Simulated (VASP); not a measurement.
# CdO (Fm-3m) in VASP: notebook, part 2 of 2

VASP 6.6.1. The steps go on from the part before.

### 3 Band structure, PBEsol

File INCAR:

```
  ALGO = Normal
  EDIFF = 1E-6
  ENCUT = 520
  GGA = PS
  ICORELEVEL = 1
  ISIF = 2
  ISMEAR = 0
  LASPH = T
  LCHARG = F
  LREAL = F
  LWAVE = F
  NBANDS = 16
  NELM = 80
  PREC = Accurate
  SIGMA = 0.03
```

File KPOINTS:

```
k-points
0
Gamma
  12 12 12
```

File POSCAR:

```
CdO                                     
1.0
    0.0000000000      2.3523961160      2.3523961160
    2.3523961160      0.0000000000      2.3523961160
    2.3523961160      2.3523961160      0.0000000000
  Cd              O             
     1     1
Direct
     0.0000000000000000    0.0000000000000000    0.0000000000000000
     0.5000000000000000    0.5000000000000000    0.5000000000000000
```

File KPOINTS_OPT:

```
explicit points
209
Reciprocal
 0.0000000000  0.0000000000  0.0000000000 1
 0.0263157895  0.0000000000  0.0263157895 1
 0.0526315789  0.0000000000  0.0526315789 1
 0.0789473684  0.0000000000  0.0789473684 1
 0.1052631579  0.0000000000  0.1052631579 1
 0.1315789474  0.0000000000  0.1315789474 1
[... 201 lines left out ...]
 0.4250000000  0.0000000000  0.4250000000 1
 0.4500000000  0.0000000000  0.4500000000 1
```

Potentials or basis: VASP PAW PBE potentials, release 64 (Cd, O).

On the command line:

```
$ cat potpaw_PBE.64/Cd/POTCAR potpaw_PBE.64/O/POTCAR > POTCAR
$ mpirun -np 1 vasp_std > vasp.out
```

OUTCAR:

```text
EDIFF = 1E-6
   ENCUT = 520
   GGA = PS
   ISIF = 2
   ISMEAR = 0
   LASPH = T
   LREAL = F
   NELM = 80
   PREC = Accurate

 ion  position               nearest neighbor table
   1  0.000  0.000  0.000-   2 2.35   2 2.35   2 2.35   2 2.35   2 2.35   2 2.35
   2  0.500  0.500  0.500-   1 2.35   1 2.35   1 2.35   1 2.35   1 2.35   1 2.35

  LATTYP: Found a face centered cubic cell.
 ALAT       =     4.7047922320

  Lattice vectors:

 A1 = (   0.0000000000,   2.3523961160,   2.3523961160)
 A2 = (   2.3523961160,   0.0000000000,   2.3523961160)
 A3 = (   2.3523961160,   2.3523961160,   0.0000000000)

Analysis of symmetry for initial positions (statically):
=====================================================================
 Subroutine PRICEL returns:
 Original cell was already a primitive cell.

 Routine SETGRP: Setting up the symmetry group for a
 face centered cubic supercell.

 Subroutine GETGRP returns: Found 48 space group operations
 (whereof 48 operations were pure point group operations)
 out of a pool of 48 trial point group operations.

The static configuration has the point symmetry O_h .

Analysis of symmetry for dynamics (positions and initial velocities):
=====================================================================
 Subroutine PRICEL returns:
 Original cell was already a primitive cell.

 Routine SETGRP: Setting up the symmetry group for a
 face centered cubic supercell.

 Subroutine GETGRP returns: Found 48 space group operations
 (whereof 48 operations were pure point group operations)
 out of a pool of 48 trial point group operations.

The dynamic configuration has the point symmetry O_h .

 Subroutine INISYM returns: Found 48 space group operations
 (whereof 48 operations are pure point group operations),
 and found     1 'primitive' translations

----------------------------------------------------------------------------------------

                                     Primitive cell

  volume of cell :      26.0352
[... 114 lines left out ...]
   GGA     = PS    functional components
   LHFCALC =     F    Hartree Fock is set to
   AEXX    =    0.0000 exact exchange contribution
   IVDW    =     0    specifies the selected vdW correction
   LEPSILON=     F    determine dielectric tensor
   LRPA    =     F    only Hartree local field effects (RPA)
 non-spin polarized calculation
 Gauss-broadening in eV      SIGMA  =   0.03
  energy-cutoff  :      520.00
  volume of cell :       26.04
 maximum number of plane-waves:       725
 NGX is ok and might be reduce to    28
   NGX = 13   NGY = 13   NGZ = 13

 number of electron      18.0000002 magnetization

 Free energy of the ion-electron system (eV)
  ---------------------------------------------------
  ext. energy  EPLUGINS =         0.00000000
  ---------------------------------------------------
  free energy    TOTEN  =        -8.50396599 eV

  energy without entropy =       -8.50392026  energy(sigma->0) =       -8.50394313

 the core state eigenenergies are
   1-  1s -26512.1741  2s  -3929.3058  2p  -3524.5602  3s   -726.2517  3p   -593.5404
       3d   -385.9805  4s    -98.5714  4p    -59.6562
   2-  1s   -503.2536

 E-fermi :   1.8766     XC(G=0): -11.9424

 val. band max:        1.8504819556   @ k =   0.5000   0.0000   0.0000
 cond. band min:       2.1426328001   @ k =   0.0833   0.0000   0.0000
 fundamental gap:      0.2921508446
 Fermi energy:         1.8766199652

 k-point     1 :       0.0000    0.0000    0.0000
  band No.  band energies     occupation
      1     -15.4477      2.00000
      2      -4.8037      2.00000
      3      -4.8037      2.00000
      4      -4.8037      2.00000
      5      -4.5012      2.00000
      6      -4.5012      2.00000
[... 433 lines left out ...]
      3      -5.2717      2.00000
      4      -5.1773      2.00000
      5      -4.2692      2.00000
      6      -4.2464      2.00000
[... 8 lines left out ...]
     15      22.2101      0.00000
     16      22.5150      0.00000

 [... further k-points ...]

------------------------ aborting loop because EDIFF is reached ----------------------------------------

  FORCE on cell =-STRESS in cart. coord.  units (eV):
  Direction    XX          YY          ZZ          XY          YZ          ZX
  --------------------------------------------------------------------------------------
  -------------------------------------------------------------------------------------
  Total        0.0306992      0.0306992      0.0306992     -0.0000000     -0.0000000      0.0000000
  in kB        1.8891913      1.8891913      1.8891913     -0.0000000     -0.0000000      0.0000000
  external PRESSURE =       1.8891913 kB  Pullay stress =       0.0000000 kB

 VOLUME and BASIS-vectors are now :
 -----------------------------------------------------------------------------
  energy-cutoff  :      520.00
  volume of cell :       26.04
      direct lattice vectors                 reciprocal lattice vectors
     0.000000000  2.352396116  2.352396116    -0.212549237  0.212549237  0.212549237
     2.352396116  0.000000000  2.352396116     0.212549237 -0.212549237  0.212549237
     2.352396116  2.352396116  0.000000000     0.212549237  0.212549237 -0.212549237

 POSITION                                       TOTAL-FORCE (eV/Angst)
 -----------------------------------------------------------------------------------
      0.00000      0.00000      0.00000         0.000000     -0.000000     -0.000000
      2.35240      2.35240      2.35240        -0.000000      0.000000      0.000000
 -----------------------------------------------------------------------------------
    total drift:                                0.000000      0.000000      0.000000

  FREE ENERGIE OF THE ION-ELECTRON SYSTEM (eV)
  ---------------------------------------------------
  free  energy   TOTEN  =        -8.5039659924 eV

  energy  without entropy=       -8.5039202607  energy(sigma->0) =       -8.50394313
```

OSZICAR:

```text
N       E                     dE             d eps       ncg     rms          rms(c)
DAV:   1     0.111593311324E+03    0.11159E+03   -0.10561E+04  2456   0.116E+03
DAV:   2    -0.685562757304E+01   -0.11845E+03   -0.10908E+03  2664   0.285E+02
DAV:   3    -0.100674444410E+02   -0.32118E+01   -0.32071E+01  2736   0.511E+01
[... 25 lines left out ...]
DAV:   6    -0.560556884973E+04   -0.48988E-05     2584
DAV:   7    -0.560556884989E+04   -0.16353E-06     2224
       N       E                     dE             ncg
DAV:   1     0.835921672820E+04   -0.46253E+05     2208
DAV:   2     0.786947551392E+03   -0.75723E+04     2440
DAV:   3     0.588449016917E+03   -0.19850E+03     2560
DAV:   4     0.588033410351E+03   -0.41561E+00     2656
DAV:   5     0.588032272879E+03   -0.11375E-02     2568
DAV:   6     0.588032268524E+03   -0.43545E-05     2352
DAV:   7     0.588032268384E+03   -0.13979E-06     2024
```

stdout:

```text
POSCAR found type information on POSCAR CdO
 POSCAR found :  2 types and       2 ions
 scaLAPACK will be used
 -----------------------------------------------------------------------------
|                                                                             |
|                                                                             |
|     You enforced a specific xc type in the INCAR file but a different       |
|     I HOPE YOU KNOW WHAT YOU ARE DOING!                                     |
|                                                                             |
 -----------------------------------------------------------------------------

 LDA part: xc-table for (Slater+PW92), standard interpolation
 POSCAR, INCAR and KPOINTS ok, starting setup
 FFT: planning ... GRIDC
 FFT: planning ... GRID_SOFT
 FFT: planning ... GRID
 WAVECAR not read
 entering main loop
 Start KPOINTS_OPT (optional k-point list driver)
k-point batch [1-72\209]
k-point batch [73-144\209]
k-point batch [145-209\209]
```

Wall time 72 s (1 thread of Intel Xeon Platinum 8488C (Sapphire Rapids), shared host); peak memory 0.19 GiB.

What came out:

```
Free energy             : -8.5040 eV
Pressure                : 0.2 GPa
Band gap along the path : none (metal or under the smearing width)
```

Levels at the corners of the path, in eV from the Fermi level:
```csv
point,band 6,band 7,band 8,band 9,band 10,band 11,band 12,band 13
Γ,-6.38,-1.37,-1.37,-1.37,-0.57,14.73,16.83,16.83
X,-5.67,-4.42,-2.36,-2.36,3.73,8.40,11.02,13.17
X,-5.67,-4.42,-2.36,-2.36,3.73,8.40,11.02,13.17
W,-5.78,-3.05,-3.05,-1.92,5.87,8.77,8.77,10.55
W,-5.78,-3.05,-3.05,-1.92,5.87,8.77,8.77,10.55
K,-5.97,-3.46,-2.93,-1.30,5.28,8.45,8.49,12.75
K,-5.97,-3.46,-2.93,-1.30,5.28,8.45,8.49,12.75
Γ,-6.38,-1.37,-1.37,-1.37,-0.57,14.73,16.83,16.83
Γ,-6.38,-1.37,-1.37,-1.37,-0.57,14.73,16.83,16.83
L,-6.12,-3.85,-0.03,-0.03,4.26,7.19,11.75,11.75
L,-6.12,-3.85,-0.03,-0.03,4.26,7.19,11.75,11.75
U,-5.97,-3.46,-2.93,-1.30,5.28,8.45,8.49,12.75
U,-5.97,-3.46,-2.93,-1.30,5.28,8.45,8.49,12.75
W,-5.78,-3.05,-3.05,-1.92,5.87,8.77,8.77,10.55
W,-5.78,-3.05,-3.05,-1.92,5.87,8.77,8.77,10.55
L,-6.12,-3.85,-0.03,-0.03,4.26,7.19,11.75,11.75
L,-6.12,-3.85,-0.03,-0.03,4.26,7.19,11.75,11.75
K,-5.97,-3.46,-2.93,-1.30,5.28,8.45,8.49,12.75
U,-5.97,-3.46,-2.93,-1.30,5.28,8.45,8.49,12.75
X,-5.67,-4.42,-2.36,-2.36,3.73,8.40,11.02,13.17
```

Core levels (eV, on the scale of the bands):
```csv
atom,levels
1 Cd,"1s -26512.2, 2s -3929.3, 2p -3524.6, 3s -726.3, 3p -593.5, 3d -386.0, 4s -98.6, 4p -59.7"
2 O,1s -503.3
```

Caveat: the PAW data sets were made with another functional, which shifts forces and pressure a little; this crystal is a semiconductor, whose small gap the functional closes, so the metal is an error of the method.

### 4 Band structure, PBEsol, spin-orbit coupling, no magnetisation

File INCAR:

```
  ALGO = Normal
  EDIFF = 1E-6
  ENCUT = 520
  GGA = PS
  GGA_COMPAT = F
  ISIF = 2
  ISMEAR = 0
  LASPH = T
  LCHARG = F
  LORBIT = 11
  LREAL = F
  LSORBIT = T
  LWAVE = F
  MAGMOM = 0 0 0 0 0 0
  NBANDS = 32
  NELM = 80
  PREC = Accurate
  SIGMA = 0.03
```

File KPOINTS:

```
k-points
0
Gamma
  8 8 8
```

POSCAR is that of step 3.

KPOINTS_OPT is that of step 3.

On the command line:

```
$ cat potpaw_PBE.64/Cd/POTCAR potpaw_PBE.64/O/POTCAR > POTCAR
$ mpirun -np 1 vasp_ncl > vasp.out
```

Run time: 4.4 min. Hardware: 1 thread of Intel Xeon Platinum 8488C (Sapphire Rapids), shared host; peak memory 0.27 GiB.

It converged, with:

| Property | Result |
| --- | --- |
| Free energy | -8.5303 eV |
| Pressure | 0.2 GPa |
| Valence electrons inside the program's atomic spheres | Cd 10.25; O 4.90 |

Caveat: the PAW data sets were made with another functional, which shifts forces and pressure a little.

### 5 Summary

```csv
level,spin,k mesh,grid for exact exchange (PRECFOCK),screening parameter,mesh quality,pressure (GPa)
HSE06,"SOC, no magnetisation",6 × 6 × 6,Fast,0.2 1/A,coarse,1.6
PBEsol,off,12 × 12 × 12,-,-,not flagged,0.2
PBEsol,"SOC, no magnetisation",8 × 8 × 8,-,-,not flagged,0.2
```

Alike in all rows: task band structure; potentials or basis VASP PAW PBE potentials, release 64 (Cd, O); cell as given; cutoff (eV) 520; smearing gaussian 0.03 eV.

Caveats: some runs use coarse meshes; the PAW data sets were made with another functional, which shifts forces and pressure a little; this crystal is a semiconductor, whose small gap the functional closes, so the metal is an error of the method (some runs).

Total energies depend on the potentials used, so only differences within one code and one set of settings carry meaning.
